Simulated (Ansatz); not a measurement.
**NiO: do energies and stresses tell the same story?**

Level of theory: Ansatz 0.2.0, DFT PBE, scalar-relativistic, plane waves, PAW.

Plane waves to 420 eV, a k mesh through Γ of 18×18×18 on the computed 2-atom cell and Gaussian smearing (0.10 eV); collinear spin from starting moments 1.6 0.32 μB.

Relaxed cell: Fm-3m, a = 4.216 Å, b = 4.216 Å, c = 4.216 Å, α = 90.00°, β = 90.00°, γ = 90.00°, 2 atoms in the primitive cell.

Energies at zero smearing and pressures from the stress tensor, at volumes with shape and atoms relaxed:
| V (Å³/atom) | E − E(first) (meV/atom) | P (GPa) |
| --- | --- | --- |
| 8.245 | 0.00 | 27.58 |
| 8.526 | -41.19 | 19.00 |
| 8.807 | -67.84 | 11.60 |
| 9.089 | -82.59 | 5.35 |
| 9.370 | -87.19 | 0.01 |
| 9.651 | -83.23 | -4.65 |
| 9.932 | -71.59 | -8.77 |
| 10.307 | -45.66 | -13.43 |

Problem. Check P = −dE/dV between neighbouring volumes, and get the bulk modulus from the pressures alone.

Solution. With 1 eV/Å³ = 160.2 GPa:
```tsv
middle V (Å³/atom)	−ΔE/ΔV (GPa)	mean P (GPa)
8.386	23.478	23.292
8.667	15.190	15.300
8.948	8.406	8.473
9.229	2.624	2.677
9.510	-2.257	-2.321
9.791	-6.636	-6.709
10.119	-11.083	-11.100
```

The two differ by 0.19 GPa at most. The mean of two end pressures misses the average over a step by about ΔV² P″/12, up to 0.13 GPa here; with that taken off 0.32 GPa remains. The stress is the derivative of the free energy, not of the energy at zero smearing, and with free energies 0.10 GPa remains. The largest site moment goes from 1.14 to 1.56 μB along the series, which bends P(V). Around V = 9.370 Å³/atom, the two neighbours give B = −V ΔP/ΔV = 9.370 × 10.00 / 0.562 = 166.6 GPa, against B0 = 167.1 GPa from the Birch–Murnaghan fit of the energies.

The cell holds one magnetic atom, so it can only be ferromagnetic; an antiferromagnetic order may lie lower.

Only this magnetic start was tried.